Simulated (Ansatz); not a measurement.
CO2: 17O NMR of the central transition

Cell: a computed structure from the Materials Project (it need not be an observed phase), atoms as given.

Space group Pbcn (No. 60); a = 4.7845, b = 6.3155, c = 5.6789 Å.

| site | Wyckoff | site symmetry | x | y | z |
| --- | --- | --- | --- | --- | --- |
| C | 4c | .2. | 0.5000 | 0.8530 | 0.7500 |
| O | 8d | 1 | 0.7010 | 0.1463 | 0.1336 |

One atom of each set is listed.

Method: Kohn–Sham DFT in Ansatz, PBE, plane waves and PAW, scalar-relativistic, 420 eV cutoff, Γ-centred 5×4×4 k-points, Fermi–Dirac smearing 0.02 eV.

17O has I = 5/2 and Q = -25.58 mb (Pyykkö 2018); at 9.4 T its Larmor frequency is ν₀ = 54.3 MHz. Only the quadrupole interaction is simulated: positions count from each site's isotropic chemical shift, and J coupling is left out, as are shift anisotropy and dipolar coupling, which fast spinning averages.

Task: What does the 17O spectrum (fast magic-angle spinning) show for each site?

Result: 

```tsv
site	first shell	C_Q (MHz)	η	P_Q (MHz)	δ_QIS (ppm)	breadth (kHz)
O	1 C at 1.17 Å	-4.38	0.03	4.39	-39.2	4.60
```

δ_QIS = −(ν_Q²/30ν₀²)[I(I+1) − 3/4](1 + η²/3) × 10⁶ ppm with ν_Q = 3|C_Q|/[2I(2I−1)]; it falls as 1/B₀² in ppm, and the breadth as 1/B₀ in kHz.

At O V_zz points along its bond to C (within 1°).
